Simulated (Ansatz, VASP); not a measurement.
# H in VASP and in Ansatz

```
H
1.0
     1.62921   -2.71360    0.00000
     1.62921    2.71360    0.00000
     0.00000    0.00000    6.44528
H
4
Direct
  0.56350 0.43650 0.99656
  0.43650 0.56350 0.00344
  0.43650 0.56350 0.49656
  0.56350 0.43650 0.50344
```

Alike in both runs: task single point; functional PBEsol; k mesh 8 × 8 × 4; occupations gaussian, width 0.02 eV; no spin polarisation.

|  | VASP | Ansatz |
| --- | --- | --- |
| version | VASP 6.6.1 | Ansatz 0.2.0 |
| potentials or method | VASP PAW PBE potentials, release 64 (H) | scalar-relativistic, plane waves, PAW |
| plane-wave cutoff (eV) | 520 | 420 |
| valence electrons in the cell | 4 | 4 |

```tsv
	VASP	Ansatz	Ansatz less VASP
gap on the k mesh at the Fermi level (eV)	8.88	8.88	+0.003
least direct gap on the mesh (eV)	8.89	8.90	+0.003
pressure (GPa)	3.6	3.8	+0.16
largest component of the traceless stress (GPa)	7.22	7.23	+0.007
rms of the force components (eV/Å)	1.635	1.631	-0.0049
```

Atom by atom the forces differ by 0.005 eV/Å (rms over components). The functional is the same, so the differences come from potentials, cutoffs and numerics.

Caveats: the PAW data sets were made with another functional, which shifts forces and pressure a little (VASP). A k mesh can miss the band edges.
